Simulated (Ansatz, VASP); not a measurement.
**One calculation of Ni, two programs**

INCAR

```
PREC = Accurate ; ENCUT = 520
EDIFF = 1E-6 ; ISMEAR = 0
SIGMA = 0.3 ; LREAL = F
LASPH = T ; NELM = 100
ALGO = Normal ; ISIF = 2
LWAVE = F ; LCHARG = T
GGA = PE ; LELF = T
LVHAR = T ; NBANDS = 11
```

File KPOINTS:

```
regular mesh
0
Gamma
  15 15 15
```

File POSCAR:

```
Ni
1.0
    0.0000000000      1.7572466680      1.7572466680
    1.7572466680      0.0000000000      1.7572466680
    1.7572466680      1.7572466680      0.0000000000
Ni
1
Direct
    0.0000000000      0.0000000000      0.0000000000
```

Input for Ansatz:

```yaml
crystal:
  lattice:
    - [0.0, 1.757246668, 1.757246668]
    - [1.757246668, 0.0, 1.757246668]
    - [1.757246668, 1.757246668, 0.0]
  atoms:
    - { symbol: Ni, position: [0.0, 0.0, 0.0] }
hamiltonian:
  xc: pbe
  pseudopotentials:
    kind: paw
    azcp:
      Ni: "pseudopotentials/Ni.paw.azcp"
basis:
  ecutwfc: 420
  fft_grid_basis: typed
kpoints:
  mp_grid: { grid: [15, 15, 15], shift: [0, 0, 0] }
magnetization:
  spin_polarized: false
scf:
  occupations: { method: gaussian, width: 0.3 }
  lower_state_search: "off"
output:
  stress: true
  write_density: true
  write_potential: true
  elf: true
  volumetric_format: npy
```

Alike in both runs: task single point; functional PBE; k mesh 15 × 15 × 15; occupations gaussian, width 0.3 eV; no spin polarisation.

|  | VASP | Ansatz |
| --- | --- | --- |
| version | VASP 6.6.1 | Ansatz 0.2.0 |
| potentials or method | VASP PAW PBE potentials, release 64 (Ni) | plane waves (420 eV) with PAW, scalar-relativistic |
| plane-wave cutoff (eV) | 520 | 420 |
| valence electrons in the cell | 10 | 18 |

```tsv
	VASP	Ansatz	Ansatz less VASP
pressure (GPa)	0.2	0.2	0.00
```

The two sets of potentials don't hold the same shells in valence.

Caveats: the run has no spin polarisation, though such a crystal can be magnetic. Spin polarisation is off, so any magnetic state and its effect on volume and gap are missing.
